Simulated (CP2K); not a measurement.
# W under changes of volume

One of the cells (16.731 Å³/atom); the others are scaled copies at fixed shape and fractional positions:

```
W
1.0
     2.87085    0.00000    0.00000
     1.43543    2.48623    0.00000
     1.43543    0.82874    2.34404
W
1
Direct
  0.00000 0.00000 0.00000
```

This isn't the form of W at room conditions, which is bcc.

* Program: CP2K 2026.2
* Functional: r2SCAN
* Potentials or basis: POTENTIAL_UZH W GTH-SCAN-q14; TZVP-MOLOPT-SCAN-GTH basis
* Density cutoff: 9184 eV
* k mesh: 11 × 11 × 11
* Occupations: fermi-dirac, width 0.1 eV
* Spin: no spin polarisation

| volume (Å³/atom) | energy over the lowest point (meV/atom) | pressure (GPa) |
| --- | --- | --- |
| 15.727 | 1.32 | 4.1 |
| 16.062 | 0.00 | -2.5 |
| 16.396 | 11.85 | -8.3 |
| 16.731 | 35.43 | -13.6 |
| 17.065 | ? | ? |
| 17.400 | 112.84 | -22.5 |
| 17.735 | 164.37 | -26.2 |

Task: What does the run at 17.065 Å³/atom give?

Result: Energy over the lowest point 69.50 meV/atom; pressure -18.3 GPa.

Worked out: A Birch-Murnaghan fit of order 3 (a polynomial in V^(-2/3)) to the other rows has its minimum at 15.93 Å³/atom with B0 = V·E''(V) = 316 GPa and B' = 4.7. It gives 69.45 meV/atom at 17.065 Å³/atom, against the run's 69.50, and -dE/dV = -18.6 GPa, against -18.3.

Energies are extrapolated to zero smearing.

Caveats: the basis of atomic orbitals isn't converged, which shifts pressures, moduli and gaps.
